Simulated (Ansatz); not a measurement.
As, 2 atoms in the cell. The structure is trigonal, space group R-3m (No. 166). The conventional cell has a = 3.762 Å, b = 3.762 Å, c = 10.542 Å, α = 90.00°, β = 90.00°, γ = 120.00°. Around As (site symmetry 3m) lie 3 As at 2.51 Å. 

```yaml
Program: Ansatz 0.2.0
Task: band structure
Functional: r2SCAN
Potentials_or_basis: Ansatz PAW
Cutoff: "500 eV (not typed: the program's choice for these potentials)"
k_mesh: 7 × 7 × 7
Occupations: fermi-dirac, width 0.05 eV
Spin: no spin polarisation
Path: "[[\"G\", \"L\", \"B1\"], [\"B\", \"Z\", \"G\", \"X\"], [\"Q\", \"F\", \"P1\", \"Z\"], [\"L\", \"P\"]]"
Points_for_each_segment_of_the_path: 14
```

Potentials or basis: Ansatz PAW.

Command:

```bash
$ ansatz run input.yaml --threads 2 --pin off --max-ram 5632MiB --backend cpu --events-out ev --progress --plain --runs-dir out
```

Hardware: 2 threads of AMD EPYC 7R43 64-Core Processor (Zen 3) (shared host).

**Question.** Estimate the wall time of this run.

**Answer.** It took 4.1 s on 2 threads of AMD EPYC 7R43 64-Core Processor (Zen 3), with other jobs on the host, peak memory 0.53 GiB. Counts: scf iterations 6, plane waves 1111, k points 44, bands 21.
